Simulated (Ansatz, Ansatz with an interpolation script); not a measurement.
## CdS (Greenockite): quasiparticle bands by Wannier interpolation

Aim: the G0W0 bands of CdS (Greenockite) along the symmetry lines, with the gap off the mesh.

Method: LDA, Wannier functions and G0W0, plane waves, PAW, in Ansatz 0.2.0.

The database entry behind the starting cell differs from later determinations by our own check (about 0.35 % long), so it need not match the best structure at ambient conditions.

### Step 1. The structure

The structure is hexagonal, space group P6_3mc (No. 186). Conventional cell: a = 4.150 Å, b = 4.150 Å, c = 6.737 Å, α = 90.00°, β = 90.00°, γ = 120.00°. Cd has 4 S at 2.53 to 2.54 Å nearest. Nearest to S lie 4 Cd at 2.53 to 2.54 Å. Farther neighbours and most contacts between anions are not listed.

The cell and positions come from the Crystallography Open Database and are kept as given unless a step says otherwise.

### Step 2. LDA bands

Levels along a band path, at the cheap level, show where the edges lie and whether the meshes to come will hold them.

This step: DFT, LDA, plane waves, PAW; PAW set soft_1.

input.yaml

```yaml
crystal:
  lattice:
    - [4.15, 0.0, 0.0]
    - [-2.075, 3.59400543, 0.0]
    - [0.0, 0.0, 6.737]
  atoms:
    - { symbol: Cd, position: [0.33333333, 0.66666667, 0.0] }
    - { symbol: Cd, position: [0.66666667, 0.33333333, 0.5] }
    - { symbol: S, position: [0.33333333, 0.66666667, 0.375] }
    - { symbol: S, position: [0.66666667, 0.33333333, 0.875] }
kpoints:
  mp_grid: { grid: [6, 6, 4] }
  band_path:
    path:
      - [[0.0, 0.0, 0.0], [0.5, 0.0, 0.0], [0.33333333, 0.33333333, 0.0], [0.0, 0.0, 0.0], [0.0, 0.0, 0.5], [0.5, 0.0, 0.5], [0.33333333, 0.33333333, 0.5], [0.0, 0.0, 0.5]]
      - [[0.5, 0.0, 0.5], [0.5, 0.0, 0.0]]
      - [[0.33333333, 0.33333333, 0.5], [0.33333333, 0.33333333, 0.0]]
    npoints: 10
hamiltonian:
  xc: lda
  pseudopotentials: { kind: paw, azcp: { folder: soft_1 }, xc_functional: pbe }
scf:
  occupations: { method: fermi_dirac, width: 0.02 }
  n_extra_bands: 53
output:
  eigenvalues: true
  fatbands: true
  write_density: true
  write_potential: true
  elf: true
  volumetric_format: npy
```

The run is started by

```sh
$ ansatz run input.yaml --threads 3 --pin off --max-ram 92160MiB --backend cuda --events-out ev --progress --plain --runs-dir out --devices 1 --max-vram 13GiB
```

Numbers of over 12 decimals in the logs are rounded to 6 here.

What it wrote:

```text
scf.n_extra_bands = 53 over 26 filled bands (N_el = 52.0): the run solves 79 bands
GPUs: using 1 of 1 available (devices: 1).
Engine: ansatz 0.2.0, x86_64-unknown-linux-gnu
Pseudopotentials: kind: paw
Pseudopotential: Cd, paw, valence charge 20, recommended cutoff 420 eV (normal), soft_1/Cd.paw.azcp
Pseudopotential: S, paw, valence charge 6, recommended cutoff 420 eV (normal), soft_1/S.paw.azcp
Functional definition: SPW92
  exchange = slater_x
  correlation = pw_c
device memory: the entry about to start is reckoned to put 3.2 GiB on a device that reports 65.3 GiB free (of which the cap on the GPU budget leaves the run 13.0 GiB)
GPU FFT provider: cuFFT
GPU libraries: cuBLAS 13.8.2, cuFFT 12.4.0, cuSOLVER 12.3.4
Crystal: 4 atoms, lattice volume = 100.483 Å³
Basis set: ecut = 420 eV, 1973 PW (Γ)
Bands: 79, of which v1, the nominal top of the filled ones, is band 26 counted from 1 (25 counted from 0)
Symmetry: 12 space group operations
Space group: P63mc (ITA 186), of the structure as read, at distance tolerance 4.6e-5 Å
k-points: 21 of 144 (time reversal used)
Non-local potential: Cd, projectors of the file, l = 0: 3, l = 1: 2, l = 2: 2, l = 3: 1
Non-local potential: S, projectors of the file, l = 0: 2, l = 1: 2, l = 2: 1
PAW form: soft (Blöchl's): semilocal exchange-correlation on the pseudo side does not see the compensation charge
PAW frozen core: Cd, regenerated for the run's functional, and the local potential with it (the file was generated under x = pbe(κ = 0.804, μ = 0.219515), c = pbe(β = 0.066725))
PAW frozen core: S, regenerated for the run's functional, and the local potential with it (the file was generated under x = pbe(κ = 0.804, μ = 0.219515), c = pbe(β = 0.066725))
PAW one-centre angular grid: Cd, 590 points (default); XC on 64 Gauss nodes
PAW one-centre angular grid: S, 110 points (default); XC on 64 Gauss nodes
Initial density: superposition of atomic densities (chi_scale 0.1, normalization cell, long waves kept (reshape's long-wave potential 0.00 eV rms))
Initial wavefunctions: pseudopotential atomic-orbital guess
GPU buffer pool allocated for 43200 grid points (all kernels)
GPU transforms: local potential and band sums: pruned to the plane-wave sphere, on 27×27×45
Functional: x = slater, c = lda
SCF iter   1: F=—  HF=-17977.479123 eV  |F-HF|=—  |Δ(HF+E_count)|=         —  Δρ=2.30e-2  dr2=4.34e-1  ethr=3.10e-3  ⟨swp⟩=4.7  Hψ=7360  notcnv=0  defer=531
preconditioner: auto → Resta (q_TF=auto, 2.445 Å⁻¹)  ε∞=1.7  [insulator: Δε(μ)=1.129 eV  Ē_g=26.176 eV  σ=0.020 eV  W_gap=1.00  n_scr=22 (ndim 8)  ℏωp=22.2 eV  f_vac=0.075  D(μ)=0.00/eV (n_scr^D=0)  ε∞_Penn≈1.7]
SCF iter   2: F=—  HF=-17977.362328 eV  |F-HF|=—  |Δ(HF+E_count)|=   1.17e-1  Δρ=1.06e-2  dr2=7.02e-2  ethr=8.35e-4  ⟨swp⟩=2.0  Hψ=2075  notcnv=0  defer=949
SCF iter   3: F=—  HF=-17977.352947 eV  |F-HF|=—  |Δ(HF+E_count)|=   9.38e-3  Δρ=3.26e-3  dr2=7.06e-3  ethr=1.35e-4  ⟨swp⟩=2.0  Hψ=891  notcnv=0  defer=949
SCF iter   4: F=—  HF=-17977.352444 eV  |F-HF|=—  |Δ(HF+E_count)|=   5.03e-4  Δρ=5.63e-4  dr2=3.76e-4  ethr=1.36e-5  ⟨swp⟩=2.3  Hψ=1207  notcnv=0  defer=949
SCF iter   5: F=—  HF=-17977.352643 eV  |F-HF|=—  |Δ(HF+E_count)|=   1.98e-4  Δρ=2.31e-4  dr2=3.16e-5  ethr=7.22e-7  ⟨swp⟩=2.2  Hψ=1088  notcnv=0  defer=949
SCF iter   6: F=—  HF=-17977.352649 eV  |F-HF|=—  |Δ(HF+E_count)|=   6.53e-6  Δρ=6.01e-5  dr2=3.05e-6  ethr=6.07e-8  ⟨swp⟩=2.2  Hψ=1204  notcnv=0  defer=949
SCF iter   7: F=—  HF=-17977.352649 eV  |F-HF|=—  |Δ(HF+E_count)|=   6.29e-7  Δρ=1.25e-5  dr2=1.19e-7  ethr=5.86e-9  ⟨swp⟩=2.9  Hψ=1361  notcnv=0  defer=949
SCF iter   8: F=-17977.352649 eV  HF=-17977.352649 eV  |F-HF|=8.00e-11  |Δ(HF+E_count)|=   5.02e-9  Δρ=8.90e-7  dr2=7.08e-10  ethr=1.92e-10  ⟨swp⟩=10.6  Hψ=9814  notcnv=0
SCF 1 converged in 8 iterations: F = -17977.352649 eV  dr2 = 7.08e-10
[...]
device memory: the entry about to start is reckoned to put 2.7 GiB on a device that reports 58.8 GiB free (of which the cap on the GPU budget leaves the run 13.0 GiB)
NSCF: frozen V_eff on 93 k-points
SCF converged after 8 iterations
Free energy (F): -17977.352649 eV
Harris-Foulkes:  -17977.352649 eV  (|F-HF|=8.00e-11)
Internal energy: -17977.352649 eV  (E = F + TS)
E sigma→0 (E₀):  -17977.352649 eV
Fermi energy:    6.911724 eV
--- Per-component energies (eV) ---
  E_band       = -1034.833448
  E_kinetic    = 1092.389221
  E_local      = -8137.163138  (includes V_loc(G=0)·N_el)
  E_nonlocal   = 325.463975
  E_hartree    = 3689.075777
  E_xc         = -486.964898
  E_vxc        = -557.126818  (∫ρ·V_xc dr)
  E_paw        = -9079.601500  (= ΣΔE_a)
  E_vpaw       = -1136.549853  (= ΣTr[D̂ρ^β])
  E_aug_tail   = 0.000604  (compensation charges beyond the density's cutoff)
  E_ewald      = -5382.392223
  E_core_change = 1.839534  (= ΣΔE_core)
  E_smearing   = -0.000000  (= −TS)
  E_closure    = -0.000000  (closes the sum)
  Σ components = -17977.352649   (vs F -17977.352649, Δ=0.00e0)
--- Band table (eV; the first three rows and the last of 21) ---
  k-point 0: bands = [... 22 lower, 5.6756, 6.4021, 6.4491, 6.4491, 7.3595, 8.9886, 12.7148, 12.7148, ... 49 higher]
  k-point 1: bands = [... 22 lower, 5.7820, 5.7820, 6.3282, 6.3282, 8.3051, 9.0625, 12.5433, 12.7893, ... 49 higher]
  k-point 2: bands = [... 22 lower, 6.0479, 6.0479, 6.0479, 6.0479, 9.0509, 9.0509, 12.3996, 12.3996, ... 49 higher]
  k-point 20: bands = [... 22 lower, 4.0026, 4.0026, 5.3223, 5.3223, 10.6212, 10.6212, 12.3117, 12.3117, ... 49 higher]
```

Run time: 18 s. Hardware: 1 × NVIDIA H100 80GB HBM3 (shared by 6 runs) with 3 threads of AMD EPYC 7R13 (Zen 3), shared host; peak memory 0.96 GiB; 17 s of CPU time.

Reading the cycles: dr2 is the Hartree energy of the density residual (eV), the measure of convergence; HF is the Harris–Foulkes estimate of the energy, which meets the free energy F at convergence.

This step gave:

```
filled bands         : 26
gap                  : 0.9104 eV
valence top at       : Γ
conduction bottom at : Γ
least direct gap     : 0.9104 eV
```

The gap is direct, at Γ.

ELF in the ac plane at fractional y = 0.333, with atoms of Cd and S within 0.2 Å of it. It is the smooth field of the valence electrons, not physical close to the nuclei.

Values, 22 rows by 14 columns, each cell a mean:
```
0.22 0.16 0.17 0.16 0.19 0.40 0.76 0.85 0.76 0.63 0.72 0.83 0.80 0.56
0.29 0.16 0.14 0.15 0.24 0.53 0.83 0.83 0.44 0.15 0.33 0.73 0.84 0.68
0.37 0.17 0.12 0.13 0.30 0.61 0.83 0.78 0.21 0.02 0.11 0.60 0.84 0.74
0.37 0.16 0.09 0.11 0.30 0.60 0.80 0.80 0.47 0.24 0.38 0.71 0.82 0.71
0.30 0.11 0.05 0.07 0.24 0.50 0.74 0.82 0.83 0.80 0.82 0.84 0.77 0.61
0.18 0.06 0.03 0.04 0.14 0.32 0.57 0.70 0.79 0.81 0.80 0.74 0.60 0.42
0.09 0.04 0.02 0.02 0.07 0.16 0.28 0.35 0.39 0.40 0.39 0.37 0.30 0.20
0.08 0.04 0.03 0.03 0.07 0.11 0.16 0.18 0.21 0.22 0.21 0.19 0.17 0.14
0.11 0.08 0.08 0.08 0.10 0.14 0.20 0.26 0.34 0.37 0.35 0.29 0.21 0.16
0.15 0.18 0.22 0.20 0.16 0.16 0.26 0.36 0.57 0.73 0.63 0.42 0.28 0.19
0.20 0.31 0.40 0.36 0.22 0.17 0.27 0.40 0.76 0.94 0.83 0.51 0.30 0.19
0.30 0.49 0.60 0.56 0.35 0.19 0.24 0.36 0.65 0.83 0.71 0.45 0.27 0.18
0.41 0.60 0.67 0.65 0.47 0.24 0.19 0.29 0.42 0.50 0.45 0.34 0.21 0.19
0.49 0.64 0.68 0.67 0.54 0.32 0.17 0.20 0.29 0.32 0.30 0.24 0.17 0.23
0.49 0.60 0.64 0.63 0.53 0.34 0.17 0.15 0.19 0.22 0.20 0.16 0.16 0.26
0.39 0.50 0.55 0.53 0.42 0.28 0.14 0.11 0.12 0.13 0.12 0.11 0.13 0.21
0.24 0.32 0.37 0.35 0.26 0.17 0.08 0.05 0.05 0.05 0.05 0.05 0.07 0.12
0.12 0.16 0.19 0.18 0.13 0.08 0.04 0.03 0.02 0.02 0.02 0.02 0.04 0.06
0.09 0.12 0.14 0.13 0.10 0.07 0.06 0.06 0.08 0.09 0.08 0.07 0.06 0.06
0.12 0.15 0.16 0.16 0.13 0.11 0.14 0.21 0.30 0.34 0.31 0.25 0.15 0.11
0.15 0.17 0.19 0.18 0.15 0.17 0.34 0.52 0.64 0.66 0.65 0.59 0.39 0.22
0.17 0.17 0.19 0.18 0.16 0.25 0.56 0.74 0.80 0.80 0.80 0.78 0.62 0.36
```
Columns run along a (4.2 Å), rows up along c (6.7 Å). Atoms in or near the plane, at fractional coordinates: Cd at (0.67, 0.50), S at (0.67, 0.87).

Electrostatic potential energy in the ac plane at fractional y = 0.333, with atoms of Cd and S within 0.2 Å of it. With pseudopotentials it is smooth inside the atoms' cores, unlike the true potential.

Ten even steps from '_' (-33 eV) to '@' (12 eV), each cell a mean:
```
@@%%%%%%@@@@%%**..__..==%%@@
@@@@@@@@@@@@##--______..**%%
@@@@@@@@@@@@**..__::____++%%
@@@@@@@@@@@@##--______..**@@
@@@@@@@@@@@@%%**--..::++%%@@
@@@@@@@@@@@@@@%%##**##%%@@@@
@@@@@@@@@@@@@@@@%%%%%%%%@@@@
@@@@@@@@@@@@@@%%******##%%@@
@@@@@@@@@@@@##++------==##%%
@@@@@@@@@@%%**--::..::--++%%
@@@@@@@@@@%%++--..____::==##
@@@@@@@@@@%%++--..__..::++%%
@@@@@@@@@@@@##==--::----**%%
@@@@@@@@@@@@%%##++==++**%%@@
@@@@@@@@@@@@@@@@%%%%%%%%@@@@
@@@@@@@@@@@@@@@@@@@@@@@@@@@@
@@@@@@@@@@@@@@@@@@@@@@@@@@@@
@@@@@@@@@@@@@@@@@@@@@@@@@@@@
@@@@@@@@@@@@@@@@@@@@@@@@@@@@
@@@@@@@@@@@@@@@@@@@@@@@@@@@@
@@%%%%%%@@@@@@@@@@@@@@@@@@@@
@@%%%%%%@@@@@@%%##**##%%@@@@
```
Columns run along a (4.2 Å; values clipped at the 3rd and 97th percentile), rows up along c (6.7 Å). Atoms in or near the plane, at fractional coordinates: Cd at (0.67, 0.50), S at (0.67, 0.87).

### Step 3. Wannier functions (Cd:5s S:3p) on 12×12×8

Localised functions give a small Hamiltonian that interpolates between mesh points at no cost.

This step: maximally localised Wannier functions, LDA, plane waves, PAW; PAW set soft_1.

input.yaml, the sections that differ from step 2:

```yaml
kpoints:
  mp_grid: { grid: [6, 6, 4] }
scf:
  occupations: { method: fixed }
  n_extra_bands: 53
output:
  wannier:
    kmesh: [12, 12, 8]
    projections: [{ species: Cd, l: s, shell: 5 }, { species: S, l: p, shell: 3 }]
    minimise: true
    write_hr: true
    seedname: w
    conv_tol: 1.0e-06
    max_iter: 20000
    stability_check: false
    disentanglement:
      window: [1.85, 13.3]
      frozen_window: [1.85, 8.96]
      conv_tol: 1.0e-08
# crystal, hamiltonian: as in step 2
```

What it wrote:

```text
[...]
GPUs: using 1 of 1 available (devices: 1).
[...]
GPU FFT provider: cuFFT
GPU libraries: cuBLAS 13.8.2, cuFFT 12.4.0, cuSOLVER 12.3.4
Crystal: 4 atoms, lattice volume = 100.483 Å³
Basis set: ecut = 420 eV, 1973 PW (Γ)
Bands: 79, of which v1, the nominal top of the filled ones, is band 26 counted from 1 (25 counted from 0)
Symmetry: 12 space group operations
[...]
k-points: 21 of 144 (time reversal used)
[...]
GPU buffer pool allocated for 43200 grid points (all kernels)
[...]
SCF iter   1: F=—  HF=-17977.479132 eV  |F-HF|=—  |Δ(HF+E_count)|=         —  Δρ=2.30e-2  dr2=4.34e-1  ethr=3.10e-3  ⟨swp⟩=3.8  Hψ=5494  notcnv=0  defer=1060
[...]
SCF iter   8: F=-17977.352649 eV  HF=-17977.352649 eV  |F-HF|=7.64e-11  |Δ(HF+E_count)|=   6.04e-9  Δρ=8.90e-7  dr2=7.06e-10  ethr=1.92e-10  ⟨swp⟩=12.0  Hψ=11599  notcnv=0
SCF 1 converged in 8 iterations: F = -17977.352649 eV  dr2 = 7.06e-10
[...]
NSCF: frozen V_eff on 21 k-points
the band table was solved once the SCF had ended and its energy, with any forces and stress, was formed, with the checks that follow a solve (6223 applications of the Hamiltonian). They found nothing against the state; the energy, forces and stress were not computed again (output.eigenvalues in the input reference)
[...]
the Wannier pass solved 98 of the 1152 points of its mesh, and has the states at the others by symmetry: states obtained by the crystal's operations at points that were solved too leave a residual of 3.43e-13 eV (read by the count's bands and the next), within 4.76e-6 eV
SCF converged after 8 iterations
Free energy (F): -17977.352649 eV
[...]
Internal energy: -17977.352649 eV  (E = F + TS)
E sigma→0 (E₀):  -17977.352649 eV
Fermi energy:    6.449091 eV
[...]
--- Band table (eV; the first three rows and the last of 21) ---
  k-point 0: bands = [... 22 lower, 5.6756, 6.4021, 6.4491, 6.4491, 7.3595, 8.9886, 12.7148, 12.7148, ... 49 higher]
  k-point 1: bands = [... 22 lower, 5.7820, 5.7820, 6.3282, 6.3282, 8.3051, 9.0625, 12.5433, 12.7893, ... 49 higher]
  k-point 2: bands = [... 22 lower, 6.0479, 6.0479, 6.0479, 6.0479, 9.0509, 9.0509, 12.3996, 12.3996, ... 49 higher]
  k-point 20: bands = [... 22 lower, 4.0026, 4.0026, 5.3223, 5.3223, 10.6212, 10.6212, 12.3117, 12.3117, ... 49 higher]
Wannier search: line search 1 of at most 20000: gauge-dependent spread (as the search counts it) 1.3257391 Å², largest recent change 7.1e-2 Å² against conv_tol 1.0e-6 Å², 0 stops escaped
[...]
```

Wall time 38 s (1 × NVIDIA H100 80GB HBM3 (shared by 6 runs) with 3 threads); peak memory 2 GiB.

Numbers from this step:

* gauge-invariant spread: 24.24 Å²
* diagonal spread: 0.1354 Å²
* off-diagonal spread: 1.005 Å²
* total spread: 25.38 Å²
* least projectability: 0.3938
* localisation steps: 1132
* disentanglement steps: 264
* r.m.s. interpolation error: 5.49e-4 eV
* r.m.s. error near the gap: 7.12e-4 eV

Near the gap the model misses directly solved bands by 0.7 meV r.m.s. and by 10 meV at most in the window tested. This tests the starting bands, not the corrections carried with them.

Wannier functions, by row:

| function | x (Å) | y (Å) | z (Å) | spread (Å²) | nearest atom | distance (Å) |
| --- | --- | --- | --- | --- | --- | --- |
| 1 | 0 | 2.396 | -0.039 | 4.338 | Cd1 | 0.039 |
| 2 | 2.075 | 1.198 | 3.33 | 4.338 | Cd2 | 0.039 |
| 3 | 0 | 2.386 | 2.413 | 2.825 | S3 | 0.114 |
| 4 | 0 | 2.318 | 2.585 | 2.764 | S3 | 0.097 |
| 5 | 0 | 2.484 | 2.584 | 2.762 | S3 | 0.105 |
| 6 | 2.075 | 1.208 | 5.781 | 2.825 | S4 | 0.114 |
| 7 | 2.075 | 1.276 | 5.953 | 2.764 | S4 | 0.097 |
| 8 | 2.075 | 1.11 | 5.952 | 2.762 | S4 | 0.105 |

Frozen up to 2.51 eV; above it the model need not follow the bands. The electronic bands at the labelled points (eV, zero at the valence-band top):

```
    point  band 23  band 24  band 25  band 26  band 27  band 28
        Γ    -0.77    -0.05     0.00     0.00     0.91     2.54
  halfway    -1.99    -1.38    -0.51    -0.37     2.80     3.99
        M    -2.69    -1.89    -1.33    -0.74     3.53     4.18
  halfway    -2.73    -2.20    -1.47    -1.21     4.14     4.71
        K    -3.13    -1.88    -1.88    -1.64     4.90     4.90
  halfway    -2.44    -1.69    -0.67    -0.63     3.24     4.33
        Γ    -0.77    -0.05     0.00     0.00     0.91     2.54
  halfway    -0.67    -0.67    -0.12    -0.12     1.86     2.64
        A    -0.40    -0.40    -0.40    -0.40     2.64     2.64
  halfway    -1.35    -1.35    -0.90    -0.90     3.84     3.84
        L    -1.35    -1.35    -1.34    -1.34     3.80     3.80
  halfway    -1.98    -1.98    -1.18    -1.18     4.25     4.25
        H    -2.45    -2.45    -1.13    -1.13     4.59     4.59
  halfway    -1.36    -1.36    -1.21    -1.21     4.11     4.11
        A    -0.40    -0.40    -0.40    -0.40     2.64     2.64
jump to L    -1.35    -1.35    -1.34    -1.34     3.80     3.80
  halfway    -2.17    -1.73    -1.13    -0.93     3.52     4.11
        M    -2.69    -1.89    -1.33    -0.74     3.53     4.18
jump to H    -2.45    -2.45    -1.13    -1.13     4.59     4.59
  halfway    -2.93    -1.90    -1.50    -1.50     4.68     4.68
        K    -3.13    -1.88    -1.88    -1.64     4.90     4.90
```

The same for Kohn-Sham, solved directly:

```csv
point,band 23,band 24,band 25,band 26,band 27,band 28
Γ,-0.77,-0.05,0.00,0.00,0.91,2.54
M,-2.69,-1.89,-1.33,-0.74,3.49,3.66
K,-3.13,-1.88,-1.88,-1.64,4.42,4.90
Γ,-0.77,-0.05,0.00,0.00,0.91,2.54
A,-0.40,-0.40,-0.40,-0.40,2.60,2.60
L,-1.35,-1.35,-1.34,-1.34,3.23,3.23
H,-2.45,-2.45,-1.13,-1.13,4.17,4.17
A,-0.40,-0.40,-0.40,-0.40,2.60,2.60
L,-1.35,-1.35,-1.34,-1.34,3.23,3.23
M,-2.69,-1.89,-1.33,-0.74,3.49,3.66
H,-2.45,-2.45,-1.13,-1.13,4.17,4.17
K,-3.13,-1.88,-1.88,-1.64,4.42,4.90
```

The first set of electronic bands as a text plot (rows in eV, shown from -4.4 to 2.5 only):

```
    2.4 |   +                 +  +
    2.1 |  +               +
    1.8 |                   +
    1.5 | +                     +
    1.2 |+                   + +
    0.9 |                     +
    0.6 |
    0.4 |
    0.1 |**                  ****
   -0.2 |****              *** * **
   -0.5 | *  **           *      *****                ***
   -0.8 |**  ******      ** *****   * *              **   ***
   -1.1 | ***  *        *  **        * **   ******* **   *** *
   -1.4 |       ****   *   **         ******       **    *  * *
   -1.7 |  *****   ****   **     *         **      *     **    **
   -2.0 |   *   *** ***  *                        *        ** * *
   -2.3 |    *     *   *          *          ** **        *  *
   -2.6 |     *  **     ***        ***         *      ***  ***
   -2.8 |    * **  *   * *        *                 **        *
   -3.1 |     *     *** *             *                        **
   -3.4 |      ****    *         *     *           *
   -3.7 |          ****                 *         *       ***   *
   -4.0 |    ***  ***  ****     *        *  ******       *   ***
   -4.3 |****   **         *****          **             ****
         Γ      M    K        Γ   A       L    H       A|L M|H  K
```

(Continued in part 2 of 2.)

[Paths, hosts, dates, memory and timing lines, banners, echoed tables and standing remarks are left out of the program output.]

[Logs are printed without paths, hosts, clocks, repeated set-up lines and the standing remarks that a program may print on its own settings, such as how far it seeks lower states.]

[Runs of the session that timed out or met a known fault of the program may be left out.]

[Hosts, paths, dates, database ids (printed as entryN), source tags and the programs' standing remarks are cut or masked in the printed files.]
